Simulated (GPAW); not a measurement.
**Optical response of SiC (Moissanite)**

Wanted: where SiC (Moissanite) starts to absorb, how strongly, and its refractive index.

Calculated with GPAW 26.7.0; DFT, PBE, plane-wave PAW (GPAW data sets), scalar-relativistic, RPA, optical limit.

### 1. Starting point

It takes space group P6_3mc (No. 186, hexagonal). The conventional cell has a = 3.076 Å, b = 3.076 Å, c = 5.048 Å, α = 90.00°, β = 90.00°, γ = 120.00°. Si has 4 C at 1.87 to 1.94 Å nearest. C has 4 Si at 1.87 to 1.94 Å nearest. Farther neighbours are not listed.

Coordinates:

```
Si C
1.0
     3.07600    0.00000    0.00000
    -1.53800    2.66389    0.00000
     0.00000    0.00000    5.04800
Si C
2 2
Direct
  0.66667 0.33333 0.50000
  0.33333 0.66667 0.00000
  0.66667 0.33333 0.88500
  0.33333 0.66667 0.38500
```

### 2. Bands for the response

At the fixed density, many empty bands are solved on the mesh of the response, since the spectrum sums over them.

This step: DFT, PBE, plane-wave PAW (GPAW data sets), scalar-relativistic, bands at fixed density (GPAW 26.7.0).

nscf.py

```python
from ase.dft.bandgap import bandgap
from gpaw import GPAW, FermiDirac

calc = GPAW('gs.gpw').fixed_density(kpts={'size': (12, 12, 7), 'gamma': True}, nbands=39, convergence={'bands': 33},
                                    occupations=FermiDirac(0.001), txt='nscf.txt')
print('gap (eV)', bandgap(calc, output=None)[0])
print('direct gap (eV)', bandgap(calc, direct=True, output=None)[0])
print('top band over the Fermi level (eV)', min(calc.get_eigenvalues(kpt=k)[32] for k in range(len(calc.get_ibz_k_points()))) - calc.get_fermi_level())
calc.write('full.gpw', mode='all')
```

Launch:

```
> OMP_NUM_THREADS=1 python nscf.py
```

df.py

```python
from gpaw.response.df import DielectricFunction

df = DielectricFunction('full.gpw', frequencies={'type': 'nonlinear', 'domega0': 0.03, 'omega2': 8},
                        ecut=70,
                        eta=0.12,
                        nbands=33,
                        txt='df.txt')
for direction in ['x', 'z']:
    df.get_dielectric_function(xc='RPA', direction=direction, filename=f'df_{direction}.csv')
```

Q: Predict the electronic dielectric constant ε∞, mean over x, y and z (RPA); and main peak of Im epsilon, first axis.

At this level (PBE, RPA) SiC has a mean ε∞ = 6.76 and n = 2.57 at 1550 nm (E ∥ x), and Im ε peaks at 6.3 eV (E ∥ x). On the mesh the gap is 2.31 eV and the least direct gap 4.07 eV, so on this mesh the band edges lie at different points. Local fields change the static value along x from 7.02 to 6.55 (-7 %).

| Item | Value |
| --- | --- |
| electronic dielectric constant ε∞, mean over x, y and z (by symmetry where fewer were run) (RPA) | 6.76 |
| main peak of Im epsilon, first axis | 6.27 eV |

Distinct maxima of Im ε, read by a parabola through the highest points, lie at 6.27 eV (17), 7.36 eV (16) and 8.84 eV (10) for E ∥ x. The static values by axis are 6.55 (x), 7.18 (z). At 1064 nm the birefringence n(z) − n(x) is +0.127: the crystal is uniaxial positive at this level. Excitons and phonon-assisted transitions are missing; PBE gaps are as a rule too small, which pulls the onset down and ε∞ up. The sum runs over mesh points, so small or evenly spaced maxima can still be ripples of the mesh.

[Machine, clock and banner lines and Python warnings are left out of the logs.]

[Logs are printed without paths, hosts, clocks, repeated set-up lines and the standing remarks that a program may print on its own settings, such as how far it seeks lower states.]

[Hosts, paths, dates, database ids (printed as entryN), source tags and the programs' standing remarks are cut or masked in the printed files.]
